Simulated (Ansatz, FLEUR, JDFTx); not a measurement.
# C: programs and potentials compared

```
C
1.0
     0.00000    1.78337    1.78337
     1.78337    0.00000    1.78337
     1.78337    1.78337    0.00000
C
2
Direct
  0.75000 0.75000 0.75000
  0.50000 0.50000 0.50000
```

Alike in all runs: task equation of state; functional RPBE; k mesh 13 × 13 × 13; occupations fermi-dirac, width 0.05 eV; no spin polarisation; no spin-orbit coupling.

| program and potentials | plane-wave cutoff (eV) | notes | equilibrium volume (Å³/atom) | bulk modulus (GPa) |
| --- | --- | --- | --- | --- |
| Ansatz, Ansatz PAW | 420 | potentials made for PBE, which Ansatz adapts in part | 5.78 | 418.8 |
| FLEUR, all-electron, FLAPW | - | - | ? | ? |
| JDFTx, PseudoDojo-SR-PBE-0.5-standard | 1116 | potentials made for PBE | 5.73 | 425.1 |

Q: Estimate from the other rows what the run with FLEUR, all-electron, FLAPW gave.

A: Equilibrium volume 5.78 Å³/atom; bulk modulus 420.1 GPa. The other rows, which needn't bracket it: equilibrium volume 5.73 to 5.78; bulk modulus 418.8 to 425.1.
